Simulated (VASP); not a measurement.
ZnO, 4 atoms in the cell. The structure is hexagonal, space group P6_3mc (No. 186). Conventional cell: a = 3.286 Å, b = 3.286 Å, c = 5.300 Å, α = 90.00°, β = 90.00°, γ = 120.00°. Around Zn (site symmetry 3m) lie 4 O at 2.00 to 2.01 Å. O (site symmetry 3m) has 4 Zn at 2.00 to 2.01 Å as nearest neighbours. 

- Program: VASP 6.6.1
- Task: relaxation of cell and atoms
- Functional: PBE
- Potentials or basis: VASP PAW PBE potentials, release 64 (Zn, O)
- Cutoff: 600 eV
- k mesh: 9 × 9 × 5
- Occupations: gaussian, width 0.03 eV
- Spin: no spin polarisation
- Further INCAR settings: ALGO = Normal; EDIFF = 1e-07; IBRION = 2; EDIFFG = -0.005; NSW = 90; ISIF = 3

Potentials or basis: VASP PAW PBE potentials, release 64 (Zn, O).

The run is started by

```console
$ cat potpaw_PBE.64/Zn/POTCAR potpaw_PBE.64/O/POTCAR > POTCAR
$ mpirun -np 1 vasp_std > vasp.out
```

Hardware: 1 thread of AMD EPYC 7R43 64-Core Processor (Zen 3) (shared host).

Problem. How long does it take, and how much memory?

Solution. It took 2.7 min on 1 thread of AMD EPYC 7R43 64-Core Processor (Zen 3) (shared host), peak memory 0.15 GiB. Counts: scf iterations 27, k points 36, ion steps 3.
